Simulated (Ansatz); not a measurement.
# Chromium, dhcp under RPBE: from relaxation to bulk modulus, part 2 of 3

The plan for chromium in the dhcp structure: relax it, solve it on a dense k-mesh, then scale the cell to 7 volumes from 88 to 112 % of the relaxed one and try a fit of the equation of state. The start is ferromagnetic. The k-meshes are 14×14×4 for the relaxation; 19×19×5 for the dense run; 16×16×4 for the volumes.

Ansatz 0.2.0; DFT, RPBE, plane waves (420 eV) with PAW, scalar-relativistic. Earlier steps stand in the parts before.

### 4 The cell scaled to 88 % of its volume

File input.yaml:

```yaml
crystal:
  lattice:
    - [2.4095848912, 0.0, 0.0]
    - [-1.2047924456, 2.0867617283, 0.0]
    - [0.0, 0.0, 8.5090579238]
  atoms:
    - { symbol: Cr, position: [0.0, 0.0, 1.0], spin: 1.5 }
    - { symbol: Cr, position: [0.0, 1.0, 0.5], spin: 1.5 }
    - { symbol: Cr, position: [0.3333333333, 0.6666666667, 0.25], spin: 1.5 }
    - { symbol: Cr, position: [0.6666666667, 0.3333333333, 0.75], spin: 1.5 }
hamiltonian:
  xc: rpbe
  pseudopotentials:
    kind: paw
    azcp:
      Cr: "pseudopotentials/Cr.paw.azcp"
basis:
  ecutwfc: 420
  fft_grid_basis: typed
kpoints:
  mp_grid: { grid: [16, 16, 4], shift: [0, 0, 0] }
magnetization:
  spin_polarized: true
scf:
  occupations: { method: fermi_dirac, width: 0.05 }
  lower_state_search: "off"
output:
  stress: true
  write_density: true
  write_potential: true
  elf: true
  volumetric_format: npy
```

The program printed:

```text
Warning: RAYON_NUM_THREADS=2 ignored (pool sized by the plan → 2); use --threads N
Engine: ansatz 0.2.0, aarch64-unknown-linux-gnu
Pseudopotentials: kind: paw
Pseudopotential: Cr, paw, valence charge 14, recommended cutoff 420 eV (normal), <dir>
Functional definition: RPBE
  parameter kappa = 0.804
  parameter beta = 0.06672455060314922
  exchange = rpbe_x(kappa = kappa, mu = beta*pi^2/3)
  correlation = pbe_c(beta = beta)
Crystal: 4 atoms, lattice volume = 42.785 Å³
Basis set: ecut = 420 eV, 815 PW (Γ)
Bands: 38, of which v1, the nominal top of the filled ones, is band 28 counted from 1 (27 counted from 0)
Symmetry: 24 space group operations
Space group: P63/mmc (ITA 194), of the structure as read, at distance tolerance 3.5e-5 Å
Magnetic group: BNS 194.263 (UNI 1493), of the structure as read, at distance tolerance 3.5e-5 Å
k-points: 90 of 1024
Non-local potential: Cr, projectors of the file, l = 0: 3, l = 1: 2, l = 2: 3, l = 3: 1
PAW form: soft (Blöchl's): semilocal exchange-correlation on the pseudo side does not see the compensation charge
PAW frozen core: Cr, regenerated for the run's functional, and the local potential with it (the file was generated under x = pbe(κ = 0.804, μ = 0.2195149727645171), c = pbe(β = 0.06672455060314922))
PAW one-centre angular grid: Cr, 590 points (default); XC on 64 Gauss nodes
Initial density: superposition of atomic densities (chi_scale 0.1, normalization cell)
Starting moments: Σ|m| = 6 μB on 4 of 4 sites
Initial wavefunctions: pseudopotential atomic-orbital guess
Functional: x = rpbe, c = pbe(β = 0.06672455060314922)
SCF iter   1: F=—  HF=-13530.806255 eV  |F-HF|=—  |Δ(HF+E_count)|=         —  Δρ=2.04e-1 (↑2.04e-1 ↓5.62e-2)  dr2=1.75e1  dr2_m=3.71e0  M=2.687 μB ∫|m|=2.689 μB  β_m=0.30  ethr=3.10e-3  ⟨swp⟩=3.7  Hψ=20768  notcnv=0  defer=2
preconditioner: auto → none  [metal: Δε(μ)=0.006 eV  Ē_g=5.344 eV  σ=0.050 eV  W_gap=0.03  n_scr=6 (ndim 8)  ℏωp=27.8 eV  f_vac=0.000  D(μ)=5.23/eV (n_scr^D=66)  sad-step TF]
SCF iter   2: F=—  HF=-13527.593369 eV  |F-HF|=—  |Δ(HF+E_count)|=    3.21e0  Δρ=1.24e-1 (↑1.24e-1 ↓4.27e-2)  dr2=5.36e0  dr2_m=1.89e0  M=2.541 μB ∫|m|=2.544 μB  β_m=0.30  ethr=3.10e-3  ⟨swp⟩=2.0  Hψ=13780  notcnv=0  defer=363
SCF iter   3: F=—  HF=-13526.446038 eV  |F-HF|=—  |Δ(HF+E_count)|=    1.15e0  Δρ=5.51e-2 (↑4.67e-2 ↓5.51e-2)  dr2=6.33e-1  dr2_m=8.55e-1  M=2.539 μB ∫|m|=2.542 μB  β_m=0.30  ethr=3.10e-3  ⟨swp⟩=2.9  Hψ=13798  notcnv=0  defer=363
SCF iter   4: F=—  HF=-13526.641221 eV  |F-HF|=—  |Δ(HF+E_count)|=   1.95e-1  Δρ=5.46e-2 (↑5.46e-2 ↓5.35e-2)  dr2=3.53e0  dr2_m=6.39e-1  M=2.238 μB ∫|m|=2.242 μB  β_m=0.30  ethr=1.13e-3  ⟨swp⟩=2.4  Hψ=9828  notcnv=0  defer=305
SCF iter   5: F=—  HF=-13526.534482 eV  |F-HF|=—  |Δ(HF+E_count)|=   1.07e-1  Δρ=3.86e-2 (↑3.86e-2 ↓3.20e-2)  dr2=2.24e-2  dr2_m=4.86e-1  M=1.950 μB ∫|m|=1.954 μB  β_m=0.30  ethr=1.13e-3  ⟨swp⟩=2.9  Hψ=11679  notcnv=0  defer=300
SCF iter   6: F=—  HF=-13526.588709 eV  |F-HF|=—  |Δ(HF+E_count)|=   5.42e-2  Δρ=3.05e-2 (↑2.87e-2 ↓3.05e-2)  dr2=1.52e-3  dr2_m=3.44e-1  M=1.745 μB ∫|m|=1.749 μB  β_m=0.30  ethr=4.00e-5  ⟨swp⟩=2.3  Hψ=12960  notcnv=0  defer=295
SCF iter   7: F=—  HF=-13526.638921 eV  |F-HF|=—  |Δ(HF+E_count)|=   5.02e-2  Δρ=2.58e-2 (↑2.58e-2 ↓2.57e-2)  dr2=1.35e-4  dr2_m=2.60e-1  M=1.544 μB ∫|m|=1.549 μB  β_m=0.30  ethr=2.72e-6  ⟨swp⟩=2.0  Hψ=13250  notcnv=0  defer=297
SCF iter   8: F=—  HF=-13526.669169 eV  |F-HF|=—  |Δ(HF+E_count)|=   3.02e-2  Δρ=2.26e-2 (↑2.26e-2 ↓2.22e-2)  dr2=6.39e-5  dr2_m=1.97e-1  M=1.367 μB ∫|m|=1.371 μB  β_m=0.30  ethr=2.41e-7  ⟨swp⟩=2.2  Hψ=11937  notcnv=0  defer=297
SCF iter   9: F=—  HF=-13526.692994 eV  |F-HF|=—  |Δ(HF+E_count)|=   2.38e-2  Δρ=1.98e-2 (↑1.98e-2 ↓1.94e-2)  dr2=4.77e-5  dr2_m=1.51e-1  M=1.209 μB ∫|m|=1.214 μB  β_m=0.30  ethr=1.14e-7  ⟨swp⟩=2.2  Hψ=12126  notcnv=0  defer=297
SCF iter  10: F=—  HF=-13526.712386 eV  |F-HF|=—  |Δ(HF+E_count)|=   1.94e-2  Δρ=1.75e-2 (↑1.75e-2 ↓1.70e-2)  dr2=1.77e-4  dr2_m=1.17e-1  M=1.068 μB ∫|m|=1.072 μB  β_m=0.30  ethr=8.51e-8  ⟨swp⟩=2.2  Hψ=12145  notcnv=0  defer=294
Mixer restart at iter 10: flushing history
spin-set hold released at iteration 10 (site moments contracting): the magnetisation degrees of freedom join the quasi-Newton model from the next iteration; the mixer history was flushed
SCF iter  11: F=—  HF=-13526.727077 eV  |F-HF|=—  |Δ(HF+E_count)|=   1.47e-2  Δρ=1.53e-2 (↑1.53e-2 ↓1.50e-2)  dr2=7.75e-4  dr2_m=9.01e-2  M=0.944 μB ∫|m|=0.949 μB  β_m=0.32  ethr=8.51e-8  ⟨swp⟩=2.2  Hψ=11703  notcnv=0  defer=294
SCF iter  12: F=—  HF=-13526.858753 eV  |F-HF|=—  |Δ(HF+E_count)|=   1.32e-1  Δρ=2.79e-2 (↑2.79e-2 ↓2.65e-2)  dr2=2.03e0  dr2_m=2.97e-2  M=0.520 μB ∫|m|=0.524 μB  β_m=0.09  ethr=8.51e-8  ⟨swp⟩=4.1  Hψ=18862  notcnv=0  defer=291  recentre
SCF iter  13: F=—  HF=-13526.751449 eV  |F-HF|=—  |Δ(HF+E_count)|=   1.07e-1  Δρ=1.12e-2 (↑1.12e-2 ↓1.10e-2)  dr2=6.12e-5  dr2_m=4.80e-2  M=0.692 μB ∫|m|=0.696 μB  β_m=0.31  ethr=8.51e-8  ⟨swp⟩=3.3  Hψ=17697  notcnv=0  defer=274
SCF iter  14: F=—  HF=-13526.780492 eV  |F-HF|=—  |Δ(HF+E_count)|=   2.90e-2  Δρ=1.20e-3 (↑8.71e-4 ↓1.20e-3)  dr2=6.18e-4  dr2_m=3.16e-4  M=0.044 μB ∫|m|=0.054 μB  β_m=0.66  ethr=8.51e-8  ⟨swp⟩=3.0  Hψ=15129  notcnv=0  defer=266
SCF iter  15: F=—  HF=-13526.781020 eV  |F-HF|=—  |Δ(HF+E_count)|=   5.28e-4  Δρ=7.30e-4 (↑7.30e-4 ↓5.97e-4)  dr2=8.30e-5  dr2_m=1.47e-4  M=0.044 μB ∫|m|=0.048 μB  β_m=0.79  ethr=8.51e-8  ⟨swp⟩=2.0  Hψ=11992  notcnv=0  defer=266
SCF iter  16: F=—  HF=-13526.781342 eV  |F-HF|=—  |Δ(HF+E_count)|=   3.23e-4  Δρ=6.79e-4 (↑4.98e-4 ↓6.79e-4)  dr2=2.67e-4  dr2_m=5.07e-5  M=0.021 μB ∫|m|=0.025 μB  β_m=0.69  ethr=8.51e-8  ⟨swp⟩=2.2  Hψ=12107  notcnv=0  defer=266
SCF iter  17: F=—  HF=-13526.781340 eV  |F-HF|=—  |Δ(HF+E_count)|=   2.28e-6  Δρ=1.91e-4 (↑1.91e-4 ↓1.74e-4)  dr2=8.27e-7  dr2_m=1.28e-5  M=-0.001 μB ∫|m|=0.014 μB  β_m=0.85  ethr=8.51e-8  ⟨swp⟩=2.0  Hψ=11897  notcnv=0  defer=266
SCF iter  18: F=—  HF=-13526.781352 eV  |F-HF|=—  |Δ(HF+E_count)|=   1.17e-5  Δρ=9.51e-5 (↑9.51e-5 ↓7.74e-5)  dr2=6.80e-6  dr2_m=2.08e-6  M=-0.001 μB ∫|m|=0.005 μB  β_m=0.85  ethr=1.48e-9  ⟨swp⟩=2.4  Hψ=12120  notcnv=0  defer=266
SCF iter  19: F=—  HF=-13526.781352 eV  |F-HF|=—  |Δ(HF+E_count)|=   4.00e-8  Δρ=3.62e-5 (↑3.56e-5 ↓3.62e-5)  dr2=6.56e-7  dr2_m=4.07e-7  M=-0.001 μB ∫|m|=0.002 μB  β_m=0.92  ethr=1.48e-9  ⟨swp⟩=2.0  Hψ=11862  notcnv=0  defer=266
SCF iter  20: F=—  HF=-13526.781352 eV  |F-HF|=—  |Δ(HF+E_count)|=   8.19e-7  Δρ=6.81e-5 (↑5.26e-5 ↓6.81e-5)  dr2=9.01e-6  dr2_m=5.41e-8  M=-0.000 μB ∫|m|=0.001 μB  β_m=0.73  ethr=1.17e-9  ⟨swp⟩=2.0  Hψ=11683  notcnv=0  defer=266  recentre
SCF iter  21: F=—  HF=-13526.781352 eV  |F-HF|=—  |Δ(HF+E_count)|=   3.78e-7  Δρ=1.42e-5 (↑1.42e-5 ↓8.75e-6)  dr2=3.19e-7  dr2_m=8.67e-9  M=-0.000 μB ∫|m|=0.000 μB  β_m=0.72  ethr=1.17e-9  ⟨swp⟩=2.4  Hψ=10275  notcnv=0  defer=266
iter 22 did not close the SCF: its close was put off for a magnetic moment that had not settled (scf_convergence_deferred on its scf_iter line)
SCF iter  22: F=-13526.781352 eV  HF=-13526.781352 eV  |F-HF|=1.37e-8  |Δ(HF+E_count)|=   1.52e-9  Δρ=3.36e-6 (↑2.25e-6 ↓3.36e-6)  dr2=1.70e-8  dr2_m=1.33e-9  M=0.000 μB ∫|m|=0.000 μB  β_m=0.71  ethr=1.79e-10  ⟨swp⟩=8.7  Hψ=35348  notcnv=0
iter 23 did not close the SCF: its close was put off for a magnetic moment that had not settled (scf_convergence_deferred on its scf_iter line)
SCF iter  23: F=-13526.781352 eV  HF=-13526.781352 eV  |F-HF|=1.02e-10  |Δ(HF+E_count)|=   1.59e-9  Δρ=9.63e-7 (↑9.63e-7 ↓9.23e-7)  dr2=4.19e-10  dr2_m=2.79e-10  M=0.000 μB ∫|m|=0.000 μB  β_m=0.82  ethr=3.03e-11  ⟨swp⟩=4.1  Hψ=26909  notcnv=0
iter 24 did not close the SCF: its close was put off for a magnetic moment that had not settled (scf_convergence_deferred on its scf_iter line)
SCF iter  24: F=-13526.781352 eV  HF=-13526.781352 eV  |F-HF|=5.88e-10  |Δ(HF+E_count)|=  7.24e-10  Δρ=8.77e-7 (↑4.73e-7 ↓8.77e-7)  dr2=7.01e-10  dr2_m=6.86e-11  M=0.000 μB ∫|m|=0.000 μB  β_m=0.82  ethr=1.00e-12  ⟨swp⟩=3.0  Hψ=26608  notcnv=0
SCF iter  25: F=-13526.781352 eV  HF=-13526.781352 eV  |F-HF|=1.06e-9  |Δ(HF+E_count)|=  1.02e-10  Δρ=6.69e-7 (↑6.69e-7 ↓6.10e-7)  dr2=1.09e-9  dr2_m=8.45e-12  M=0.000 μB ∫|m|=0.000 μB  ethr=1.00e-12  ⟨swp⟩=3.1  Hψ=28538  notcnv=0
WARN: the starting moments were not kept: the SCF closed with an absolute magnetisation of 8.2e-6 μB, where they sum to 6 μB in size (4 sites). That is at most 0.1 of that sum. Measured as dr2_m measures the in/out step, that magnetisation stands 1.6e-11 eV from none, at or under the dr2_threshold of 1.0e-7 eV: it is no larger than a step whose dr2_m would equal this threshold. The system may hold no moment; this SCF shows only that its start led to no more than that. To try another start: raise the starting moments (crystal.atoms[].spin, magnetization.per_species, magnetization.initial_magnetization, or on a non-collinear deck that types none of these the spinor_matrix: blocks that start its atoms; where the total moment is fixed, keep their sum and leave initial_magnetization as it is; typed ones take the place of any that the run laid by itself, positive ones on a crystal's lanthanoids without a Hubbard term where scf.initial_density.shell_occupations: [] is typed) or, if the notice of its spin-set hold's release reads "site moments contracting" or "site moments show no strong build", lengthen the hold (scf.mixing.spin_hold: { on: { confirm: 4 } }; for m-r²SCAN on two components see the key's manual first). Each may lead to a state that holds a moment. A second SCF, from the converged charge density, with the starting moments and any scf.initial_density.shell_occupations laid on it anew, would have followed, and was not run: the deck does not ask for one (magnetization.retry_lost_moments is false, the default). To let it run, set magnetization.retry_lost_moments: true and run the deck again, where that key's refused combinations let it; where memory then withholds it, that run's warning says so.
SCF 1 converged in 25 iterations: F = -13526.781352 eV  dr2 = 1.09e-9
SCF converged after 25 iterations
Magnetization: 0.0000 μB (28.0000 up, 28.0000 down)
Absolute magnetization: 0.0000 μB (∫|ρ↑−ρ↓|, with the PAW one-centre terms)
Spin contamination: 0.0000 ħ² per cell (⟨S²⟩ above its minimum at these occupations)
Per-site moments (μB) at R_I (Å): [(2.176479984328613e-6, 0.9939537676070531), (2.176479984360733e-6, 0.9939537676070531), (1.477026660023617e-6, 0.9939537676070531), (1.477026660196041e-6, 0.9939537676070531)]
Free energy (F): -13526.781352 eV
Harris-Foulkes:  -13526.781352 eV  (|F-HF|=1.06e-9)
Internal energy: -13526.735528 eV  (E = F + TS)
E sigma→0 (E₀):  -13526.758440 eV
Entropy (-TS):   -0.045824 eV (-11.456 meV/atom)
Fermi energy:    21.164242 eV
--- Per-component energies (eV) ---
  E_band       = -469.680585
  E_kinetic    = 1387.063693
  E_local      = -4451.953443  (includes V_loc(G=0)·N_el)
  E_nonlocal   = 316.387225
  E_hartree    = 1981.277954
  E_xc         = -564.736494
  E_vxc        = -719.995911  (∫ρ·V_xc dr)
  E_paw        = -4802.042857  (= ΣΔE_a)
  E_vpaw       = -963.740657  (= ΣTr[D̂ρ^β])
  E_aug_tail   = 0.001592  (compensation charges beyond the density's cutoff)
  E_ewald      = -7392.530091
  E_core_change = -0.203106  (= ΣΔE_core)
  E_smearing   = -0.045824  (= −TS)
  E_closure    = 0.000000  (closes the sum)
  Σ components = -13526.781352   (vs F -13526.781352, Δ=0.00e0)
--- Stress (GPa, compression-positive) ---
       38.690435       0.000000      -0.000000
        0.000000      38.690435       0.000000
       -0.000000       0.000000      34.314740
  P = ⅓ Tr σ = 37.2319 GPa (372.319 kbar)
--- Band table (eV; the first three rows and the last of 180) ---
  k-point 0 ↑: bands = ["-50.5545", "-50.4665", "-50.4491", "-50.3595", "-22.2547", "-21.7765", "-21.7672", "-21.2705", "-21.1354", "-21.1354", "-21.0969", "-21.0969", "-21.0771", "-21.0771", "-21.0382", "-21.0382", "13.2005", "15.3181", "15.3286", "16.6962", "19.3725", "19.3923", "19.8553", "20.6175", "20.6175", "20.7205", "20.7205", "20.9107", "20.9107", "21.0353", "21.0353", "21.1605", "22.4860", "22.4860", "22.9846", "22.9846", "23.2467", "23.2467"]
  k-point 1 ↑: bands = ["-50.5473", "-50.4958", "-50.4195", "-50.3670", "-22.2186", "-21.9587", "-21.5823", "-21.3094", "-21.1319", "-21.1319", "-21.1077", "-21.1077", "-21.0662", "-21.0662", "-21.0418", "-21.0418", "13.3573", "14.5048", "16.0596", "16.6626", "19.4696", "19.5607", "19.7978", "20.6433", "20.6433", "20.7294", "20.7294", "20.8270", "20.8968", "20.8968", "20.9985", "20.9985", "22.5449", "22.5449", "22.8667", "22.8667", "23.3822", "23.3822"]
  k-point 2 ↑: bands = ["-50.5266", "-50.5266", "-50.3882", "-50.3882", "-22.1151", "-22.1151", "-21.4194", "-21.4194", "-21.1220", "-21.1220", "-21.1220", "-21.1220", "-21.0518", "-21.0518", "-21.0518", "-21.0518", "13.8108", "13.8108", "16.5000", "16.5000", "19.6475", "19.6475", "20.1209", "20.1209", "20.7021", "20.7021", "20.7021", "20.7021", "20.9240", "20.9240", "20.9240", "20.9240", "22.6905", "22.6905", "22.6905", "22.6905", "23.5902", "23.5902"]
  k-point 89 ↓: bands = ["-50.2082", "-50.2082", "-50.1875", "-50.1875", "-22.0267", "-22.0267", "-21.9708", "-21.9708", "-21.8425", "-21.8425", "-21.7784", "-21.7784", "-21.4984", "-21.4984", "-21.4523", "-21.4523", "17.9374", "17.9374", "18.5679", "18.5679", "18.7271", "18.7271", "18.8522", "18.8522", "19.9454", "19.9454", "19.9681", "19.9681", "21.4523", "21.4523", "22.2048", "22.2048", "23.4359", "23.4359", "23.7723", "23.7723", "29.0392", "29.0392"]
```

Wall time 22 s (2 threads of an Arm CPU, shared host); peak memory 0.45 GiB.

Density in a lattice plane of the grid's cell (edges 2.41 and 8.51 Å, at 0.000 of the third edge), which holds Cr. It is the smooth density of the valence electrons, not physical close to the nuclei.

Ten even steps from '0' (0.31 e/Å³) to '9' (22.73 e/Å³):
```
410001
000000
000000
000000
000000
000000
000000
000000
410001
940004
410001
000000
000000
000000
000000
000000
000000
000000
410001
940004
```
Columns run along the first of these edges and rows up along the second, over one cell in 6 and 20 even steps from the bottom left corner. Atoms in the plane (fractional): Cr at (0.00, 0.00), Cr at (0.00, 0.50).

### 5 The cell scaled to 92 % of its volume

Edit input.yaml of step 4 so:

```diff
@@ -2,5 +2,5 @@
   lattice:
-    - [2.4095848912, 0.0, 0.0]
-    - [-1.2047924456, 2.0867617283, 0.0]
-    - [0.0, 0.0, 8.5090579238]
+    - [2.4455541477, 0.0, 0.0]
+    - [-1.2227770739, 2.1179120183, 0.0]
+    - [0.0, 0.0, 8.6360775148]
   atoms:
@@ -28,5 +28 @@
   stress: true
-  write_density: true
-  write_potential: true
-  elf: true
-  volumetric_format: npy
```

The program printed (excerpt; [...] marks lines left out):

```text
Warning: RAYON_NUM_THREADS=2 ignored (pool sized by the plan → 2); use --threads N
[...]
Pseudopotentials: kind: paw
Pseudopotential: Cr, paw, valence charge 14, recommended cutoff 420 eV (normal), <dir>
Functional definition: RPBE
[...]
Crystal: 4 atoms, lattice volume = 44.730 Å³
Basis set: ecut = 420 eV, 827 PW (Γ)
Bands: 38, of which v1, the nominal top of the filled ones, is band 28 counted from 1 (27 counted from 0)
Symmetry: 24 space group operations
Space group: P63/mmc (ITA 194), of the structure as read, at distance tolerance 3.5e-5 Å
[...]
WARN: the starting moments were not kept: the SCF closed with an absolute magnetisation of 7.6e-6 μB, where they sum to 6 μB in size (4 sites). That is at most 0.1 of that sum. Measured as dr2_m measures the in/out step, that magnetisation stands 1.2e-11 eV from none, at or under the [...]
Spin contamination: 0.0000 ħ² per cell (⟨S²⟩ above its minimum at these occupations)
Per-site moments (μB) at R_I (Å): [(1.293653061649783e-6, 1.0087910859408726), (1.2936530616395798e-6, 1.0087910859408726), (1.7715168582627385e-6, 1.0087910859408726), (1.771516858314716e-6, 1.0087910859408726)]
Free energy (F): -13527.138901 eV
[...]
E sigma→0 (E₀):  -13527.114568 eV
Entropy (-TS):   -0.048667 eV (-12.167 meV/atom)
Fermi energy:    20.115855 eV
[...]
--- Stress (GPa, compression-positive) ---
       23.144538       0.000000       0.000000
        0.000000      23.144538      -0.000000
        0.000000      -0.000000      20.326873
  P = ⅓ Tr σ = 22.2053 GPa (222.053 kbar)
```

It took 19 s on 2 threads of an Arm CPU, shared host; peak memory 0.45 GiB.

### 6 The cell scaled to 96 % of its volume

Edit input.yaml of step 5 so:

```diff
@@ -2,5 +2,5 @@
   lattice:
-    - [2.4455541477, 0.0, 0.0]
-    - [-1.2227770739, 2.1179120183, 0.0]
-    - [0.0, 0.0, 8.6360775148]
+    - [2.4804953563, 0.0, 0.0]
+    - [-1.2402476781, 2.1481719925, 0.0]
+    - [0.0, 0.0, 8.7594667212]
   atoms:
```

The program printed (excerpt; [...] marks lines left out):

```text
Warning: RAYON_NUM_THREADS=2 ignored (pool sized by the plan → 2); use --threads N
[...]
Pseudopotentials: kind: paw
Pseudopotential: Cr, paw, valence charge 14, recommended cutoff 420 eV (normal), <dir>
Functional definition: RPBE
[...]
Crystal: 4 atoms, lattice volume = 46.675 Å³
Basis set: ecut = 420 eV, 875 PW (Γ)
Bands: 38, of which v1, the nominal top of the filled ones, is band 28 counted from 1 (27 counted from 0)
Symmetry: 24 space group operations
Space group: P63/mmc (ITA 194), of the structure as read, at distance tolerance 3.6e-5 Å
[...]
WARN: the starting moments were not kept: the SCF closed with an absolute magnetisation of 3.4e-5 μB, where they sum to 6 μB in size (4 sites). That is at most 0.1 of that sum. Measured as dr2_m measures the in/out step, that magnetisation stands 3.0e-10 eV from none, at or under the [...]
Spin contamination: 0.0000 ħ² per cell (⟨S²⟩ above its minimum at these occupations)
Per-site moments (μB) at R_I (Å): [(-1.0871833445361543e-5, 1.0232043344677646), (-1.087183344543451e-5, 1.0232043344677646), (-3.928202558818551e-6, 1.0232043344677646), (-3.928202558668813e-6, 1.0232043344677646)]
Free energy (F): -13527.331682 eV
[...]
E sigma→0 (E₀):  -13527.306084 eV
Entropy (-TS):   -0.051197 eV (-12.799 meV/atom)
Fermi energy:    19.152101 eV
[...]
--- Stress (GPa, compression-positive) ---
       10.491078       0.000000       0.000000
        0.000000      10.491078       0.000000
        0.000000       0.000000       8.978617
  P = ⅓ Tr σ = 9.9869 GPa (99.869 kbar)
```

Wall time 22 s (2 threads of an Arm CPU, shared host); peak memory 0.45 GiB.

### 7 The cell scaled to 100 % of its volume

Edit input.yaml of step 6 so:

```diff
@@ -2,5 +2,5 @@
   lattice:
-    - [2.4804953563, 0.0, 0.0]
-    - [-1.2402476781, 2.1481719925, 0.0]
-    - [0.0, 0.0, 8.7594667212]
+    - [2.5144789677, 0.0, 0.0]
+    - [-1.2572394838, 2.1776026633, 0.0]
+    - [0.0, 0.0, 8.8794743287]
   atoms:
```

The program printed (excerpt; [...] marks lines left out):

```text
Warning: RAYON_NUM_THREADS=2 ignored (pool sized by the plan → 2); use --threads N
[...]
Pseudopotentials: kind: paw
Pseudopotential: Cr, paw, valence charge 14, recommended cutoff 420 eV (normal), <dir>
Functional definition: RPBE
[...]
Crystal: 4 atoms, lattice volume = 48.620 Å³
Basis set: ecut = 420 eV, 983 PW (Γ)
Bands: 38, of which v1, the nominal top of the filled ones, is band 28 counted from 1 (27 counted from 0)
Symmetry: 24 space group operations
Space group: P63/mmc (ITA 194), of the structure as read, at distance tolerance 3.6e-5 Å
[...]
WARN: the starting moments were not kept: the SCF closed with an absolute magnetisation of 2.1e-5 μB, where they sum to 6 μB in size (4 sites). That is at most 0.1 of that sum. Measured as dr2_m measures the in/out step, that magnetisation stands 1.1e-10 eV from none, at or under the [...]
Spin contamination: 0.0000 ħ² per cell (⟨S²⟩ above its minimum at these occupations)
Per-site moments (μB) at R_I (Å): [(-6.5442799535197375e-6, 1.0372225741738992), (-6.544279953524971e-6, 1.0372225741738992), (-3.05395274861866e-6, 1.0372225741738992), (-3.0539527488184325e-6, 1.0372225741738992)]
Free energy (F): -13527.390481 eV
[...]
E sigma→0 (E₀):  -13527.363683 eV
Entropy (-TS):   -0.053596 eV (-13.399 meV/atom)
Fermi energy:    18.263284 eV
[...]
--- Stress (GPa, compression-positive) ---
        0.184394       0.000000       0.000000
        0.000000       0.184394      -0.000000
        0.000000      -0.000000      -0.226128
  P = ⅓ Tr σ = 0.0476 GPa (0.476 kbar)
```

It took 20 s on 2 threads of an Arm CPU, shared host; peak memory 0.46 GiB.

(Part 2 of 3 ends here.)
